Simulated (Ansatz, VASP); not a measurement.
**GaAs5: VASP beside Ansatz**

```
Ga As
1.0
     6.20142    0.00000    0.00000
     0.00000    6.20142    0.00000
     0.00000    0.00000    4.94920
Ga As
1 5
Cartesian
  0.0000 0.0000 0.0000
  1.8917 1.8917 0.0000
  4.3097 4.3097 0.0000
  1.8917 4.3097 0.0000
  4.3097 1.8917 0.0000
  0.0000 0.0000 2.4746
```

Alike in both runs: functional PBE; k mesh 4 × 4 × 4; occupations gaussian, width 0.1 eV; no spin polarisation.

Ansatz relaxed the structure, and its values are those at the end. VASP's run is a single point on that final structure, the one shown.

|  | VASP | Ansatz |
| --- | --- | --- |
| version | VASP 6.6.1 | Ansatz 0.2.0 |
| potentials or method | VASP PAW PBE potentials, release 64 (Ga_d, As) | scalar-relativistic, plane waves, PAW |
| plane-wave cutoff (eV) | 520 | 420 |
| valence electrons in the cell | 38 | 88 |

```tsv
	VASP	Ansatz	Ansatz less VASP
gap on the k mesh at the Fermi level (eV)	none	none	-
pressure (GPa)	0.2	0.1	-0.15
rms of the force components (eV/Å)	0.029	0.003	-0.0267
```

A gap of «none» marks a metal or a gap that the smearing closes. The two sets of potentials don't hold the same shells in valence.
